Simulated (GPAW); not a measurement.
# Nb (Im-3m) in GPAW: equation of state

How stiff is Nb in PBEsol, and what volume does it want? The cell is scaled to several volumes.

Program: GPAW 26.7.0. These are calculated values, not measurements. Logs are shortened: lines on timing, memory, paths and dates and some standing lists are left out, and cuts for length are marked. The log counts tension as positive stress, the text compression.

**What was measured.**

From “Pressure effects on the electronic structure and superconductivity of (TaNb)0.67(HfZrTi)0.33 high entropy alloy”, 2019, arxiv:1910.08312, for a bulk crystal of Nb: bulk modulus 169 GPa.

The runs below are set against these values where they give the same quantity.

## (1) The crystal as given

The structure is cubic, space group Im-3m (No. 229). Conventional cell: a = 3.328 Å, b = 3.328 Å, c = 3.328 Å, α = 90.00°, β = 90.00°, γ = 90.00°. Nb (site symmetry m-3m) is surrounded by 8 Nb at 2.88 Å.

## (2) Equation of state, PBEsol

File run.py:

```python
from ase import Atoms
from ase.eos import EquationOfState
from ase.io import Trajectory
from ase.units import GPa
from gpaw import GPAW, PW, setup_paths

setup_paths.insert(0, '.')

atoms = Atoms(['Nb'],
              cell=[[-1.66395, 1.66395, 1.66395],
                    [1.66395, -1.66395, 1.66395],
                    [1.66395, 1.66395, -1.66395]],
              scaled_positions=[[0.0, 0.0, 0.0]],
              pbc=True)

traj = Trajectory('eos.traj', 'w')
volumes, energies = [], []
for x in [0.94, 0.96, 0.98, 1.0, 1.02, 1.04, 1.06]:
    a = atoms.copy()
    a.set_cell(atoms.cell * x**(1 / 3), scale_atoms=True)
    calc = GPAW(mode=PW(600),
                xc='PBEsol',
                kpts={'size': (11, 11, 11), 'gamma': True},
                occupations={'name': 'fermi-dirac', 'width': 0.05},
                nbands=15,
                convergence={'density': 1e-05, 'energy': 1e-05},
                maxiter=150,
                txt=f'eos-{x:.2f}.txt')
    a.calc = calc
    energies.append(a.get_potential_energy(force_consistent=True))
    volumes.append(a.get_volume())
    p = -a.get_stress()[:3].mean() / GPa
    calc.write(f'eos-{x:.2f}.gpw')
    traj.write(a)
    print(f'{x:.2f} {volumes[-1]:10.4f} A^3 {energies[-1]:14.6f} eV {p:9.3f} GPa', flush=True)

v0, e0, B = EquationOfState(volumes, energies, eos='birchmurnaghan').fit()
print(f'V0 = {v0:.4f} A^3, E0 = {e0:.6f} eV, B0 = {B / GPa:.2f} GPa')
```

Potentials or basis: PAW data sets generated in the run's folder for this functional, pw.

Launch:

```bash
$ gpaw-setup -f PBEsol Nb
$ OMP_NUM_THREADS=1 python run.py
```

Output:

```text
__  _  _
 | _ |_)|_||  |
 |__||  | ||/\| - 26.7.0

Input parameters:
  mode=PW(ecut=600.0),
  convergence={'density': 1e-05, 'energy': 1e-05},
  kpts=MonkhorstPack(size=(11, 11, 11), gamma=True),
  maxiter=150,
  nbands=15,
  occupations=Occupations(name='fermi-dirac', width=0.05),
  xc=XC(name='PBEsol')

Diagonalizing LCAO Hamiltonian
Converting LCAO to pw mode

       Nb

Atoms  # Å, Bohr magnetons
|   | symbol |        x |        y |        z |    initial magnetic moments |
|---|--------|----------|----------|----------|-----------------------------|
| 0 |     Nb | 0.000000 | 0.000000 | 0.000000 | ( 0.0000,  0.0000,  0.0000) |

Unit cell  # Å
| periodic |         x |         y |         z |  lengths |     angles |
|----------|-----------|-----------|-----------|----------|------------|
|      yes | -1.629982 |  1.629982 |  1.629982 | 2.823212 | 109.471221 |
|      yes |  1.629982 | -1.629982 |  1.629982 | 2.823212 | 109.471221 |
|      yes |  1.629982 |  1.629982 | -1.629982 | 2.823212 | 109.471221 |

Number of symmetries: 48
Symmetry operations  # r_c * U_cc + t_c -> r_c
|    | kind |            matrix            |
|----|------|------------------------------|
|  0 |  σ   |  1, 1, 1,  0, 0,-1,  0,-1, 0 |
|  1 |  C4  |  1, 1, 1,  0, 0,-1, -1, 0, 0 |
|  2 |  C2  |  1, 1, 1,  0,-1, 0,  0, 0,-1 |
|  3 |  S6  |  1, 1, 1,  0,-1, 0, -1, 0, 0 |
|  4 |  S6  |  1, 1, 1, -1, 0, 0,  0, 0,-1 |
|  5 |  C4  |  1, 1, 1, -1, 0, 0,  0,-1, 0 |
|  6 |  E   |  1, 0, 0,  0, 1, 0,  0, 0, 1 |
|  7 |  σ   |  1, 0, 0,  0, 1, 0, -1,-1,-1 |
|  8 |  σ   |  1, 0, 0,  0, 0, 1,  0, 1, 0 |
|  9 |  C3  |  1, 0, 0,  0, 0, 1, -1,-1,-1 |
| 10 |  C3  |  1, 0, 0, -1,-1,-1,  0, 1, 0 |
| 11 |  σ   |  1, 0, 0, -1,-1,-1,  0, 0, 1 |
| 12 |  σ   |  0, 1, 0,  1, 0, 0,  0, 0, 1 |
| 13 |  C2  |  0, 1, 0,  1, 0, 0, -1,-1,-1 |
| 14 |  C3  |  0, 1, 0,  0, 0, 1,  1, 0, 0 |
| 15 |  S4  |  0, 1, 0,  0, 0, 1, -1,-1,-1 |
| 16 |  S4  |  0, 1, 0, -1,-1,-1,  1, 0, 0 |
| 17 |  C3  |  0, 1, 0, -1,-1,-1,  0, 0, 1 |
| 18 |  C3  |  0, 0, 1,  1, 0, 0,  0, 1, 0 |
| 19 |  S4  |  0, 0, 1,  1, 0, 0, -1,-1,-1 |
| 20 |  σ   |  0, 0, 1,  0, 1, 0,  1, 0, 0 |
| 21 |  C3  |  0, 0, 1,  0, 1, 0, -1,-1,-1 |
| 22 |  C2  |  0, 0, 1, -1,-1,-1,  1, 0, 0 |
| 23 |  S4  |  0, 0, 1, -1,-1,-1,  0, 1, 0 |
| 24 |  C4  |  0, 0,-1,  1, 1, 1,  0,-1, 0 |
| 25 |  σ   |  0, 0,-1,  1, 1, 1, -1, 0, 0 |
| 26 |  S6  |  0, 0,-1,  0,-1, 0,  1, 1, 1 |
| 27 |  C2  |  0, 0,-1,  0,-1, 0, -1, 0, 0 |
| 28 |  C4  |  0, 0,-1, -1, 0, 0,  1, 1, 1 |
| 29 |  S6  |  0, 0,-1, -1, 0, 0,  0,-1, 0 |
| 30 |  S6  |  0,-1, 0,  1, 1, 1,  0, 0,-1 |
| 31 |  C4  |  0,-1, 0,  1, 1, 1, -1, 0, 0 |
| 32 |  C4  |  0,-1, 0,  0, 0,-1,  1, 1, 1 |
| 33 |  S6  |  0,-1, 0,  0, 0,-1, -1, 0, 0 |
| 34 |  σ   |  0,-1, 0, -1, 0, 0,  1, 1, 1 |
| 35 |  C2  |  0,-1, 0, -1, 0, 0,  0, 0,-1 |
| 36 |  C2  | -1, 0, 0,  1, 1, 1,  0, 0,-1 |
| 37 |  S6  | -1, 0, 0,  1, 1, 1,  0,-1, 0 |
| 38 |  S6  | -1, 0, 0,  0, 0,-1,  1, 1, 1 |
| 39 |  C2  | -1, 0, 0,  0, 0,-1,  0,-1, 0 |
| 40 |  C2  | -1, 0, 0,  0,-1, 0,  1, 1, 1 |
| 41 |  i   | -1, 0, 0,  0,-1, 0,  0, 0,-1 |
| 42 |  S4  | -1,-1,-1,  1, 0, 0,  0, 1, 0 |
| 43 |  C3  | -1,-1,-1,  1, 0, 0,  0, 0, 1 |
| 44 |  C3  | -1,-1,-1,  0, 1, 0,  1, 0, 0 |
| 45 |  σ   | -1,-1,-1,  0, 1, 0,  0, 0, 1 |
| 46 |  S4  | -1,-1,-1,  0, 0, 1,  1, 0, 0 |
| 47 |  C2  | -1,-1,-1,  0, 0, 1,  0, 1, 0 |

BZ-sampling:
  Number of BZ points: 1331
  Number of IBZ points: 56

  Monkhorst-Pack size: [11, 11, 11]
  Monkhorst-Pack shift: [0, 0, 0]

K-points  # in reciprocal-cell coordinates
|     |                                coordinates |     weight |
|-----|--------------------------------------------|------------|
|   0 | (  0.00000000,   0.00000000,   0.00000000) | 0.00075131 |
|   1 | (  0.09090909,   0.00000000,   0.00000000) | 0.00901578 |
|   2 | (  0.09090909,   0.09090909,  -0.09090909) | 0.00450789 |
|   3 | (  0.18181818,   0.00000000,  -0.09090909) | 0.01803156 |
|   4 | (  0.18181818,   0.00000000,   0.00000000) | 0.00901578 |
|   5 | (  0.18181818,   0.09090909,  -0.09090909) | 0.01803156 |
|   6 | (  0.18181818,   0.18181818,  -0.18181818) | 0.00450789 |
|   7 | (  0.27272727,  -0.09090909,  -0.09090909) | 0.00601052 |
|   8 | (  0.27272727,   0.00000000,  -0.09090909) | 0.03606311 |
|   9 | (  0.27272727,   0.00000000,   0.00000000) | 0.00901578 |
| ... |                                            |            |
|  55 | (  0.45454545,   0.45454545,   0.45454545) | 0.00601052 |

Plane wave coefficients: 603
Cutoff: 600.0 eV

Spin-components: 1 (collinear spins)
Bands:           15
Projectors:      6
Spin-degeneracy: 2
Datatype:        complex128

Parallelization:
  kpt:    1
  domain: 1
  band:   1

Density:
  Valence electrons: 13.0
  Components: 1
  Grid points: [16 16 16]
  Charge: 0.0  # |e|

Potential:
  Grid points: [16 16 16]

species:
  Nb:
    name:    Niobium
    Z:       41.0
    valence: 13
    core:    28
    charge:  0.0  # [|e|]
    compensation charges:
      type: gauss
      rc: 0.40  # [Å]
      lmax: 2
    cutoffs:
      filter: 2.35  # [Å]
      core: 1.51  # [Å]
    projectors
    | kind |    occ | energy [eV] | rcut [Å] |
    |------|--------|-------------|----------|
    |   4s |  2.000 |     -58.318 |    1.323 |
    |   5s |  1.000 |      -4.011 |    1.323 |
    |   4p |  6.000 |     -34.497 |    1.323 |
    |   5p |  0.000 |      -1.086 |    1.323 |
    |   4d |  4.000 |      -3.056 |    1.244 |
    |    d |        |      24.155 |    1.244 |

    Using partial waves for Nb as LCAO basis

Reference energy: -103848.611998  # eV

eigensolver:
  PPCG
  Converge bands: occupied
  niter=2

density mixing:
  MSR1-Mixer
  Pratt-step length: 0.05
  Maximum mixing coefficient: 0.75
  Old densities: 10
  SVD Regularization: 0.005
  Good broyden scale: 1.0
  Trust region scale: 1.0
  Backstep threshold: 4.0
  History deletion threshold: 6.0
  Fourier metric: weight=20.0, sigma=0.015

occupation numbers:
  Fermi-Dirac:
    width: 0.0500  # eV

poisson solver:
  ecut: 4800.0  # eV

xc functional:
  name: PBEsol with 2 nearest neighbor stencil

convergence criteria:
- Maximum integral of absolute [dens]ity change: 1e-05 electrons / valence electron
- Maximum [total energy] change in last 3 cyles: 1e-05 eV / valence electron
- Maximum integral of absolute [eigenst]ate change: 4e-08 eV^2 / valence electron
maximum number of iterations: 150

SCF iterations
|iter     | |      energy | eigst |  dens |
|---------|-|-------------|-------|-------|
|iter:   1| |  -11.700280 | +0.04 |       |
|iter:   2| |  -11.594181 | -2.66 | -1.03 |
|iter:   3| |  -11.075035 | -1.57 | -1.06 |
|iter:   4| |  -11.072880 | -3.25 | -1.84 |
|iter:   5| |  -11.073033 | -4.37 | -2.19 |
|iter:   6| |  -11.073033 | -6.45 | -3.56 |
|iter:   7| |  -11.073034c| -7.75c| -4.04 |
|iter:   8| |  -11.073034c| -8.52c| -5.11c|

Converged in 8 steps
Energy contributions relative to reference atoms: (reference = -103848.611998)

Energy contributions:
  Kinetic:           0.031158
  Coulomb:          -4.002557
  Zero:             -0.058767
  External:          0.000000
  Xc:               -7.035018
  Entropy:          -0.015700
  Spinorbit:         0.000000
  ----------------------------
  Free energy:     -11.080884
  Extrapolated:    -11.073034

dipole moment: (-5.975071, -5.975071, -5.975071)  # |e|*Ang

Fermi level: 11.729
Eigenvalues  # (at kpt = [0.000, 0.000, 0.000])
| band index |      eig [eV] | occ [0-2] |
|------------|---------------|-----------|
|          0 |       -42.460 |     2.000 |
|          1 |       -17.739 |     2.000 |
|          2 |       -17.739 |     2.000 |
|          3 |       -17.739 |     2.000 |
|          4 |         5.783 |     2.000 |
|          5 |        12.125 |     0.001 |
|          6 |        12.125 |     0.001 |
|          7 |        12.125 |     0.001 |
|          8 |        15.146 |     0.000 |
|          9 |        15.146 |     0.000 |
|         10 |        26.320 |     0.000 |
|         11 |        26.320 |     0.000 |
|         12 |        26.320 |     0.000 |
|        ... |               |           |
|         14 |        37.328 |     0.000 |

No gap
No difference between direct/indirect transitions

Stress tensor  # eV/Ang^3
|         x |         y |         z |
|-----------|-----------|-----------|
| -0.012654 | -0.000000 | -0.000000 |
| -0.000000 | -0.012654 |  0.000000 |
| -0.000000 |  0.000000 | -0.012654 |

# Writing to eos-0.94.gpw (mode='')
```

It took 1.7 min on 1 thread of Intel Xeon Platinum 8259CL at 2.50GHz (Skylake/Cascade Lake), shared host; peak memory 0.2 GiB.

Results:

```yaml
Equilibrium_volume: 17.52 Å³/atom
Bulk_modulus: 181 GPa
Pressure_derivative_of_the_bulk_modulus: 3.3
```

Energy against volume, from the lowest point:
```csv
volume (Å³/atom),energy (meV/atom)
17.322,0.40
17.691,0.00
18.060,7.97
18.428,23.66
18.797,46.39
19.165,75.53
19.534,110.49
```

## (3) Against experiment

Step 2. Against the measured bulk modulus of Nb, 169 GPa (quoted in “Pressure effects on the electronic structure and superconductivity of (TaNb)0.67(HfZrTi)0.33 high entropy alloy”, 2019, arxiv:1910.08312), the calculated 181 GPa is off by +7.3 %. The fit is for a static lattice scaled at fixed shape and fixed fractional positions.
